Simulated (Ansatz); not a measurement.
All-electron LAPW in Ansatz 0.2.0 under PBE, scalar-relativistic, energies extrapolated to zero smearing. Slabs are 1×1 cells cut from bulk crystals relaxed on PAW files, with atoms then relaxed, 16 to 20 Å of vacuum, a dipole correction, k spacings of 0.16 to 0.26 Å⁻¹ and smearing of 0.02 to 0.1 eV, without spin–orbit coupling or spin polarisation. The bulk type named needn't be the stable one, and no reconstruction is allowed.

Order these slabs by surface energy, lowest first.
A. fcc Sb (100), 6 layers
B. bcc Zr (100), 5 layers
C. fcc Ag (111), 6 layers

A (0.19 J/m²), C (0.73 J/m²), B (1.44 J/m²).
